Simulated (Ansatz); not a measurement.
**MgB2 under strains and displacements**

Computed with Ansatz 0.2.0, DFT PBEsol, scalar-relativistic, plane waves, PAW.

Plane waves to 420 eV, a k mesh through Γ of 15×15×10 on the computed 3-atom cell and Gaussian smearing (0.10 eV); no spin polarisation.

Reference cell:

```yaml
crystal:
  lattice:
    - [3.08500, 0.00000, 0.00000]
    - [-1.54250, 2.67169, 0.00000]
    - [0.00000, 0.00000, 3.52300]
  atoms:
    - { symbol: Mg, position: [0.00000, 0.00000, 0.00000] }
    - { symbol: B, position: [0.33333, 0.66667, 0.50000] }
    - { symbol: B, position: [0.66667, 0.33333, 0.50000] }
```

Each variant moves atoms of this cell by the vectors given, if any (Å), and then applies a symmetric strain (tensor components, Cartesian axes). The reference cell isn't relaxed at this level. Energies are per atom at zero smearing, counted from the lowest variant. Pressure is positive in compression.

1. no strain; moves: B3 (0.000, 0.000, 0.225)
2. no strain; moves: B3 (-0.059, -0.061, -0.031)
3. no strain; moves: B3 (0.000, 0.150, 0.000)

Q: Order the variants by energy, lowest first.

A: 2 (0.0 meV/atom), 3 (14.9 meV/atom), 1 (81.5 meV/atom).

Q: Order them by pressure, highest first.

A: 3 (-1.52 GPa), 1 (-1.84 GPa), 2 (-2.55 GPa).